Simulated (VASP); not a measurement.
Input of a VASP 6.6.1 run:

The input INCAR:

```
SYSTEM = BaO
PREC = Accurate
ENCUT = 600
EDIFF = 1E-8
ISMEAR = 0
SIGMA = 0.02
LREAL = .False.
LASPH = .True.
NELM = 80
ALGO = Normal
ISIF = 2
LWAVE = .False.
LCHARG = .False.
LEPSILON = .True.
IBRION = 8
NSW = 1
```

The input KPOINTS:

```
Automatic mesh
0
Gamma
  8 8 8
  0 0 0
```

The input POSCAR:

```
BaO
1.0
    0.0000000000      2.7389500000      2.7389500000
    2.7389500000      0.0000000000      2.7389500000
    2.7389500000      2.7389500000      0.0000000000
Ba O
1 1
Direct
    0.0000000000      0.0000000000      0.0000000000
    0.5000000000      0.5000000000      0.5000000000
```

Potentials or basis: VASP PAW LDA potentials, release 64 (Ba_sv, O).

Launch:

```bash
$ cat potpaw_LDA.64/Ba_sv/POTCAR potpaw_LDA.64/O/POTCAR > POTCAR
$ mpirun -np 1 vasp_std > vasp.out
```

Question: Estimate the electronic dielectric tensor (diagonal).

Answer: 4.39.

Question: Estimate the Born charges (mean of the diagonal).

Answer: Ba +2.80; O -2.80 e.

Question: What does it give for the band gap on the k mesh?

Answer: 1.70 eV, direct.

Question: Estimate the highest phonon frequency at Γ, LO-TO splitting left out.

Answer: 109 cm⁻¹.

Phonon frequencies in cm⁻¹ (negative: imaginary):
```tsv
q point	frequencies
(0.000, 0.000, 0.000)	-1 -1 -1 109 109 109
```

Caveat: spin-orbit coupling is left out, which moves the levels of the heavy elements. A k mesh can miss the band edges.
